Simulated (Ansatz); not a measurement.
The calculation used DFT PBE, scalar-relativistic, plane waves, PAW in Ansatz 0.2.0. Settings: cutoff 420 eV, Γ-centred meshes spaced at most about 0.3 Å⁻¹, and about 0.25 Å⁻¹ or finer for metals (2π included), Gaussian smearing. No spin polarisation.

Temperature and zero-point effects are left out.

Two forms of CoSn were relaxed alike.

A.

```cif
data_structure
_symmetry_space_group_name_H-M 'P6/mmm'
_symmetry_Int_Tables_number 191
_cell_length_a 5.2966
_cell_length_b 5.2966
_cell_length_c 4.2302
_cell_angle_alpha 90.000
_cell_angle_beta 90.000
_cell_angle_gamma 120.000
_cell_volume 102.78
loop_
_atom_site_label
_atom_site_type_symbol
_atom_site_symmetry_multiplicity
_atom_site_Wyckoff_symbol
_atom_site_fract_x
_atom_site_fract_y
_atom_site_fract_z
_atom_site_occupancy
Co1 Co 3 f 0.00000 0.50000 0.00000 1
Sn1 Sn 2 d 0.66667 0.33333 0.50000 1
Sn2 Sn 1 a 0.00000 0.00000 0.00000 1
```

B.

```cif
data_structure
_symmetry_space_group_name_H-M 'P6_3/mmc'
_symmetry_Int_Tables_number 194
_cell_length_a 3.8982
_cell_length_b 3.8982
_cell_length_c 5.2317
_cell_angle_alpha 90.000
_cell_angle_beta 90.000
_cell_angle_gamma 120.000
_cell_volume 68.85
loop_
_atom_site_label
_atom_site_type_symbol
_atom_site_symmetry_multiplicity
_atom_site_Wyckoff_symbol
_atom_site_fract_x
_atom_site_fract_y
_atom_site_fract_z
_atom_site_occupancy
Co1 Co 2 a 0.00000 0.00000 0.00000 1
Sn1 Sn 2 c 0.33333 0.66667 0.25000 1
```

Problem. Which would you expect to be lower, and how large is the difference?

Solution. A is lower, by 103 meV/atom. A has the CoSn type, space group P6/mmm (No. 191), 17.1 Å³/atom and no gap on its mesh; B has the nickel arsenide type, space group P6_3/mmc (No. 194), 17.2 Å³/atom and no gap. Counting all near atoms (those within 1.25 times the shortest distance at each site; a plus sign parts nearer from farther groups; a slash parts the counts of unlike sites), A has Co 10, Sn 6/6+3 and B has Co 8, Sn 6. In A, Co is surrounded by 6 Sn at 2.61–2.65 Å and 4 Co at 2.65 Å; Sn on a site of symmetry -6m2 has 6 Co at 2.61 Å and 3 Sn at 3.06 Å; Sn on a site of symmetry 6/mmm is surrounded by 6 Co at 2.65 Å. In B, around Co lie 6 Sn at 2.60 Å and 2 Co at 2.62 Å; Sn has 6 Co at 2.60 Å. Origin: A, reached from a Materials Project cell; B, invented.

A magnetic state wasn't ruled out in cells without spin, among them P6/mmm, P6_3/mmc. Cells relaxed within their symmetry can be saddle points.
